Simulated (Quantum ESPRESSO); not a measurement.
HfS2: work function with PBE

Slab: HfS2, a slab with vacuum.

```
S Hf
1.0
     3.63966    0.00000    0.00000
    -1.81983    3.15204    0.00000
     0.00000    0.00000   23.91437
S Hf
4 2
Direct
  0.66667 0.33333 0.31362
  0.33333 0.66667 0.43316
  0.66667 0.33333 0.56684
  0.33333 0.66667 0.68638
  0.00000 0.00000 0.37339
  0.00000 0.00000 0.62661
```

```yaml
Program: Quantum ESPRESSO 7.5
Task: work function
Functional: PBE
Potentials_or_basis: PseudoDojo 0.4.1 SR PBE standard
Cutoff: 789 eV
Density_cutoff: 3157 eV
k_mesh: 6 × 6 × 1
Occupations: fermi-dirac, width 0.05 eV
Spin: no spin polarisation
Boundary_across_the_vacuum: none
Mixing_mode: local-TF
Mixing_beta: 0.3
Most_SCF_iterations: 150
SCF_threshold: 6e-09 Ry
```

| Quantity | Value |
| --- | --- |
| Largest force | 0.240 eV/Å |
| Band gap on the k mesh | 1.30 eV, indirect (least direct gap 2.07 eV) |
| Ionisation potential of the upper face | 6.39 eV |
| Electron affinity of the upper face | 5.09 eV |

Forces in eV/Å, atoms in the order of the input:
```
S    0.000  0.000 -0.240
Hf   0.000  0.000 -0.018
S    0.000  0.000  0.187
S    0.000  0.000 -0.187
Hf   0.000  0.000  0.018
S    0.000  0.000  0.240
```

Levels at points of the mesh, in eV from the valence-band top:
| k point | band 20 | band 21 | band 22 | band 23 | band 24 | band 25 | band 26 | band 27 | band 28 | band 29 |
| --- | --- | --- | --- | --- | --- | --- | --- | --- | --- | --- |
| (0.00, 0.00, 0.00) | -0.43 | -0.04 | -0.04 | 0.00 | 0.00 | 2.07 | 2.07 | 2.09 | 2.09 | 2.84 |
| (0.00, -0.50, 0.00) | -2.23 | -1.46 | -1.13 | -1.05 | -1.04 | 1.30 | 1.37 | 4.13 | 4.13 | 4.15 |

It took 83 s on 2 MPI ranks on Arm Neoverse V1, with other jobs on the host, peak memory 0.46 GiB a rank.

Caveat: ionisation potential and electron affinity come from Kohn-Sham levels, which understate the gap; spin-orbit coupling is left out, which moves the levels of the heavy elements.
